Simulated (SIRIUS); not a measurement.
A run of SIRIUS 7.12.0 is set up as follows.

sirius.json

```json
{
  "control": {
    "processing_unit": "cpu",
    "verbosity": 2,
    "num_bands_to_print": 20,
    "print_forces": true,
    "print_stress": true
  },
  "parameters": {
    "electronic_structure_method": "pseudopotential",
    "xc_functionals": ["XC_GGA_X_PBE_SOL", "XC_GGA_C_PBE_SOL"],
    "gk_cutoff": 7.7,
    "pw_cutoff": 15.4,
    "ngridk": [4, 4, 2],
    "shiftk": [0, 0, 0],
    "smearing": "fermi_dirac",
    "smearing_width": 0.0018374661,
    "num_bands": 20,
    "num_mag_dims": 0,
    "num_dft_iter": 100,
    "energy_tol": 1e-08,
    "density_tol": 1e-06
  },
  "iterative_solver": {
    "type": "davidson",
    "min_tolerance": 1e-10
  },
  "mixer": {
    "type": "anderson",
    "beta": 0.7,
    "max_history": 8
  },
  "settings": {
    "tol_ne": 1e-10,
    "pseudo_grid_cutoff": 6.5
  },
  "unit_cell": {
    "lattice_vectors": [
      [6.040887502591, 0.0, 0.0],
      [-3.020443751296, 5.23156203869, 0.0],
      [0.0, 0.0, 9.557856793132]
    ],
    "atom_coordinate_units": "lattice",
    "atom_types": ["Hf"],
    "atom_files": {
      "Hf": "Hf.json"
    },
    "atoms": {
      "Hf": [
        [0.6666666667, 0.3333333333, 0.75],
        [0.3333333333, 0.6666666667, 0.25]
      ]
    }
  }
}
```

File bands_input.json:

```json
{
  "control": {
    "processing_unit": "cpu",
    "verbosity": 1,
    "num_bands_to_print": 20,
    "print_forces": true,
    "print_stress": true
  },
  "parameters": {
    "electronic_structure_method": "pseudopotential",
    "xc_functionals": ["XC_GGA_X_PBE_SOL", "XC_GGA_C_PBE_SOL"],
    "gk_cutoff": 7.7,
    "pw_cutoff": 15.4,
    "ngridk": [4, 4, 2],
    "shiftk": [0, 0, 0],
    "smearing": "fermi_dirac",
    "smearing_width": 0.0018374661,
    "num_bands": 20,
    "num_mag_dims": 0,
    "num_dft_iter": 100,
    "energy_tol": 1e-08,
    "density_tol": 1e-06
  },
  "iterative_solver": {
    "type": "davidson",
    "min_tolerance": 1e-10,
    "energy_tolerance": 1e-09,
    "num_steps": 60
  },
  "mixer": {
    "type": "anderson",
    "beta": 0.7,
    "max_history": 8
  },
  "settings": {
    "tol_ne": 1e-10,
    "pseudo_grid_cutoff": 6.5
  },
  "unit_cell": {
    "lattice_vectors": [
      [6.040887502591, 0.0, 0.0],
      [-3.020443751296, 5.23156203869, 0.0],
      [0.0, 0.0, 9.557856793132]
    ],
    "atom_coordinate_units": "lattice",
    "atom_types": ["Hf"],
    "atom_files": {
      "Hf": "Hf.json"
    },
    "atoms": {
      "Hf": [
        [0.6666666667, 0.3333333333, 0.75],
        [0.3333333333, 0.6666666667, 0.25]
      ]
    }
  },
  "kpoints_rel": {
    "G": [0.0, 0.0, 0.0],
    "M": [0.5, 0.0, 0.0],
    "K": [0.3333333333, 0.3333333333, 0.0],
    "A": [0.0, 0.0, 0.5],
    "L": [0.5, 0.0, 0.5],
    "H": [0.3333333333, 0.3333333333, 0.5]
  },
  "kpoints_path": ["G", "M", "K", "G", "A", "L", "H"]
}
```

Potentials or basis: PseudoDojo 0.4.1 PBE standard (scalar relativistic).

Launch:

```console
$ upf_to_json Hf.upf
$ OMP_NUM_THREADS=4 sirius.scf --input=sirius.json --output=out.json --task=0
$ OMP_NUM_THREADS=4 sirius.scf --input=bands_input.json --task=2
```

Q: Estimate the band gap along the path.

A: None (metal or under the smearing width).

Q: Estimate the pressure.

A: -3.6 GPa.

Levels at the corners of the path, in eV from the Fermi level:
```csv
point,band 8,band 9,band 10,band 11,band 12,band 13,band 14,band 15,band 16,band 17
Γ,-29.87,-7.24,-3.56,0.82,1.33,1.33,1.59,2.15,2.15,2.77
M,-29.96,-3.21,-2.59,-2.09,-0.63,0.92,1.01,1.83,6.07,6.58
K,-30.19,-1.99,-1.64,-1.64,-1.26,0.51,0.51,2.21,5.36,5.36
Γ,-29.87,-7.24,-3.56,0.82,1.33,1.33,1.59,2.15,2.15,2.77
A,-29.93,-5.25,-5.25,0.29,0.29,1.21,1.21,1.21,1.21,4.95
L,-30.07,-3.27,-3.27,-0.84,-0.84,1.35,1.35,2.79,2.79,6.26
H,-30.02,-1.64,-1.64,-1.30,-1.30,-0.02,-0.02,2.67,2.67,5.22
```

Caveat: the k mesh is coarse (spacing up to 0.62 Å⁻¹), so the values aren't converged; the potentials were made for another functional, which shifts forces and pressure; spin-orbit coupling is left out, which moves the levels of the heavy elements.
